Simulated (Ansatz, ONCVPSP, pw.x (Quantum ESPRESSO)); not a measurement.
From atom to crystal: ONCV potential for tantalum

| Property | Result |
| --- | --- |
| Element | Ta (Z = 73) |
| Generator | ONCVPSP 4.0.1 |
| Type | optimised norm-conserving Vanderbilt (ONCV) |
| Functional | PBE |
| Relativity | scalar-relativistic |
| Frozen core | [Kr] 4d10 4f14 |
| Valence charge | 13 |
| Reference configuration | 5s2 5p6 5d3 6s2 |
| Partial waves | 5s+6s: rc 1.65 bohr, ncon 4, nbas 8, qcut 6.5 1/bohr, 2 projectors; 5p: rc 2.05 bohr, ncon 3, nbas 7, qcut 8.2 1/bohr, 2 projectors, debl 2.3 Ha; 5d: rc 1.65 bohr, ncon 4, nbas 8, qcut 8.5 1/bohr, local |
| Local potential | the d channel |
| Core correction | Teter function, fcfact 3.25, rcfact 1.45 |

Atomic tests: cutoffs needed: 17 Ha and 22 Ha (the cutoffs (Ha) at which the residual kinetic energy of the hardest occupied pseudo-wave falls to 1 and 0.1 mHa per electron); ghost test: no bound ghost flagged; no localised positive-energy state flagged; largest excitation error: -403 meV (all-electron minus pseudo) for 5s1 5p6 5d3 6s2, out of 4 test configurations.

Crystal test: fcc Ta in pw.x 7.5, no spin, 13³ k-points, Fermi–Dirac smearing 0.01 Ry, cutoffs 50/200 Ry. The reference is all-electron LAPW (Ansatz 0.2.0) with the same functional, mesh and smearing; V0 and B0 come from Birch–Murnaghan fits to the pressures at five volumes. Errors are pseudo minus all-electron; Δ is the rms difference of the E(V) curves that follow from these fits, minima aligned, over ±6 % about the mean V0. Mesh and smearing are coarse, so the numbers serve the comparison and aren't converged zero-temperature values; the lattice is a test structure that the element need not adopt.

All-electron: a0 = 4.224 Å (V0 = 18.84 Å³/atom), B0 = 188.4 GPa.

Problem. How far does the potential miss the all-electron equation of state?

Solution. mean pressure error (GPa): -1.87; a0 (Å): 4.210; a0 error (%): -0.34; B0 error (%): +0.7; Δ (meV/atom): 7.9.

```json
{"V (Å³/atom)": "17.984", "P all-electron (GPa)": "9.60", "P pseudo (GPa)": "7.42"}
{"V (Å³/atom)": "18.458", "P all-electron (GPa)": "4.06", "P pseudo (GPa)": "2.05"}
{"V (Å³/atom)": "18.931", "P all-electron (GPa)": "-0.85", "P pseudo (GPa)": "-2.71"}
{"V (Å³/atom)": "19.404", "P all-electron (GPa)": "-5.22", "P pseudo (GPa)": "-6.95"}
{"V (Å³/atom)": "19.878", "P all-electron (GPa)": "-9.10", "P pseudo (GPa)": "-10.70"}
```

Problem. At the middle volume, how do free energy and pressure move when the wave cutoff is lowered (ecutrho kept at four times it)?

Solution.

```csv
cutoff (Ry),shift of F (meV/atom),shift of P (GPa)
22,+2415.5,-55.27
30,+499.3,-17.71
40,+43.4,-2.33
```

The 8 pw.x runs together took about 63 s on one core of a shared server CPU.
